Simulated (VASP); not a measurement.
Here is a VASP 6.6.1 calculation.

The input run.py:

```python
from ase.calculators.vasp import Vasp
from ase.dft.dos import DOS
from ase.io import read

atoms = read('Nb5N4.cif')
calc = Vasp(
    directory='calc',
    xc='blyp',
    pp='PBE',
    setups='materialsproject',
    prec='Accurate',
    encut=520,
    ediff=1e-06,
    ismear=-5,
    sigma=0.05,
    lreal=False,
    lasph=True,
    nelm=80,
    algo='Fast',
    isif=2,
    lwave=False,
    lcharg=False,
    lmaxmix=4,
    ldipol=True,
    idipol=3,
    dipol=[0.5, 0.5, 0.5],
    ivdw=13,
    vdw_s6=1.0,
    vdw_s8=2.34076671,
    vdw_a1=0.44488865,
    vdw_a2=4.0933009,
    lorbit=10,
    kpts=[10, 10, 1],
    gamma=True,
)
atoms.calc = calc

print('energy (eV):', atoms.get_potential_energy())
print('free energy (eV):', atoms.get_potential_energy(force_consistent=True))
print('forces (eV/A):')
print(atoms.get_forces())
print('stress (eV/A^3, Voigt):', atoms.get_stress())
print('Fermi level (eV):', calc.get_fermi_level())
dos = DOS(calc, width=0.05, window=(-10, 10), npts=301)
print('E - E_F (eV), DOS (1/eV)')
for e, g in zip(dos.get_energies(), dos.get_dos()):
    print(f'{e:8.3f} {g:10.4f}')
```

Contents of Nb5N4.cif:

```cif
data_Nb5N4
_cell_length_a 2.93999797
_cell_length_b 2.93999797
_cell_length_c 26.16000000
_cell_angle_alpha 90.00000000
_cell_angle_beta 90.00000000
_cell_angle_gamma 120.00000000
_space_group_name_H-M_alt 'P1'
_space_group_name_Hall 'P 1'
_space_group_IT_number 1
loop_
_space_group_symop_operation_xyz
'x,y,z'
loop_
_atom_site_label
_atom_site_type_symbol
_atom_site_symmetry_multiplicity
_atom_site_Wyckoff_symbol
_atom_site_fract_x
_atom_site_fract_y
_atom_site_fract_z
_atom_site_occupancy
Nb1 Nb 1 a 0.0000000000 0.0000000000 0.2866972477 1
Nb2 Nb 1 a 0.0000000000 0.0000000000 0.3933486239 1
Nb3 Nb 1 a 0.0000000000 0.0000000000 0.5000000000 1
Nb4 Nb 1 a 0.0000000000 0.0000000000 0.6066513761 1
Nb5 Nb 1 a 0.0000000000 0.0000000000 0.7133027523 1
N1 N 1 a 0.6666666667 0.3333333334 0.3400229358 1
N2 N 1 a 0.6666666667 0.3333333334 0.4466743119 1
N3 N 1 a 0.6666666667 0.3333333334 0.5533256881 1
N4 N 1 a 0.6666666667 0.3333333334 0.6599770642 1
```

Potentials or basis: VASP PAW PBE potentials, release 64 (Nb_pv, N).

Run with:

```bash
$ python run.py
```

Q: Estimate the band gap on the k mesh.

A: None (metal or under the smearing width).

Q: Predict the largest force.

A: 1.826 eV/Å.

Q: Predict the dispersion energy per atom.

A: -0.614 eV.

States per cell in windows of 0.5 eV (zero at the Fermi level; states under -8 eV left out):
```
from (eV)  total  Nb1_d  Nb5_d  Nb2_d  Nb4_d  Nb3_d  N6_p
     -8.0   0.24   0.00   0.00   0.02   0.02   0.03  0.01
     -7.5   2.61   0.05   0.05   0.21   0.21   0.24  0.14
     -7.0   2.91   0.07   0.07   0.21   0.21   0.22  0.22
     -6.5   3.17   0.12   0.12   0.24   0.24   0.17  0.34
     -6.0   3.27   0.15   0.15   0.23   0.23   0.22  0.39
     -5.5   2.55   0.10   0.10   0.20   0.20   0.13  0.31
     -5.0   4.61   0.18   0.18   0.31   0.31   0.35  0.45
     -4.5   5.34   0.26   0.26   0.29   0.29   0.35  0.66
     -4.0   1.85   0.07   0.07   0.08   0.08   0.10  0.13
     -3.5   0.22   0.02   0.02   0.04   0.04   0.05  0.00
     -3.0   0.84   0.07   0.07   0.16   0.16   0.20  0.01
     -2.5   1.59   0.23   0.23   0.31   0.31   0.13  0.01
     -2.0   1.39   0.23   0.23   0.21   0.21   0.13  0.02
     -1.5   2.87   0.43   0.43   0.30   0.30   0.39  0.04
     -1.0   2.83   0.46   0.46   0.28   0.28   0.30  0.04
     -0.5   3.16   0.67   0.67   0.14   0.14   0.18  0.02
      0.0   1.08   0.19   0.19   0.08   0.08   0.08  0.02
      0.5   1.80   0.37   0.37   0.18   0.18   0.17  0.04
      1.0   2.69   0.57   0.57   0.29   0.29   0.22  0.06
      1.5   3.49   0.60   0.60   0.44   0.44   0.47  0.08
      2.0   2.22   0.39   0.39   0.29   0.29   0.40  0.03
      2.5   2.47   0.35   0.35   0.38   0.38   0.42  0.04
      3.0   1.14   0.13   0.13   0.23   0.23   0.18  0.02
      3.5   0.25   0.03   0.03   0.06   0.06   0.04  0.01
      4.0   0.00   0.00   0.00   0.00   0.00   0.00  0.00
      4.5   0.00   0.00   0.00   0.00   0.00   0.00  0.00
```

Caveat: the PAW data sets were made with another functional, which shifts forces and pressure a little; tetrahedron occupations give inexact forces and stress in metals.
